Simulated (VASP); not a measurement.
Crystal: Sb.

```xyz
1
Lattice="-1.5765 1.5765 2.7119 1.5765 -1.5765 2.7119 1.5765 1.5765 -2.7119" Properties=species:S:1:pos:R:3 pbc="T T T"
Sb    0.0000    0.0000    0.0000
```

This isn't the form of Sb at room conditions, which is rhombohedral.

* Program: VASP 6.6.1
* Task: single point
* Functional: r2SCAN
* Potentials or basis: VASP PAW PBE potentials, release 64 (Sb)
* Cutoff: 900 eV
* k mesh: 18 × 18 × 18
* Occupations: gaussian, width 0.1 eV
* Spin: no spin polarisation

On this cell: pressure 1.3 GPa; band gap on the k mesh none (metal or under the smearing width).

The same run follows on a disturbed copy (grid = ENCUT=900 k=18x18x18 ISMEAR=0 SIGMA=0.1 PREC=Accurate EDIFF=1e-08 LREAL=False ADDGRID=False LASPH=True; cell strained at random at fixed volume):

```
CELL_PARAMETERS angstrom
-1.56387 1.61319 2.74020
1.61041 -1.56044 2.73659
1.52819 1.52476 -2.70954
ATOMIC_POSITIONS crystal
Sb 0.00048 0.02180 0.01657
```

What does the disturbed cell give?

The energy (extrapolated to zero smearing) moves by -4.1 meV/atom; pressure 1.4 GPa; band gap on the k mesh none (metal or under the smearing width).

Stress tensor (GPa, compression positive):
```
 0.99 -0.40  0.26
-0.40  1.00  0.32
 0.26  0.32  2.22
```

The energy falls, though the first cell shows no forces: that form is unstable against this distortion, unless noise or another electronic state is at work.

Caveats: the PAW data sets were made with another functional, which shifts forces and pressure a little.
